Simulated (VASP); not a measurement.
BeTe: band structure with HSE06

BeTe:

```
Be Te
1.0
     0.00000    2.80614    2.80614
     2.80614    0.00000    2.80614
     2.80614    2.80614    0.00000
Be Te
1 1
Direct
  0.00000 0.00000 0.00000
  0.25000 0.25000 0.25000
```

```yaml
Program: VASP 6.6.1
Task: band structure
Functional: HSE06
Potentials_or_basis: VASP PAW PBE potentials, release 64 (Be, Te)
Cutoff: 520 eV
k_mesh: 4 × 4 × 4
Occupations: gaussian, width 0.03 eV
Spin: spin-orbit coupling, no magnetisation
Grid_for_exact_exchange_PRECFOCK: Fast
Screening_parameter: 0.2 1/A
Further_INCAR_settings: ALGO = Normal; EDIFF = 1e-07; NBANDS = 20
```

```yaml
Pressure: 1.0 GPa
Valence_electrons_inside_the_program's_atomic_spheres: Be 0.94; Te 3.65
```

Wall time 4.4 min on 4 MPI ranks on Intel(R) Xeon(R) Platinum 8488C (Sapphire Rapids), on a shared host, peak memory 0.38 GiB a rank.

Caveat: the k mesh is coarse (spacing up to 0.48 Å⁻¹), so the values aren't converged, least of all with exact exchange; the PAW data sets were made with another functional, which shifts forces and pressure a little.
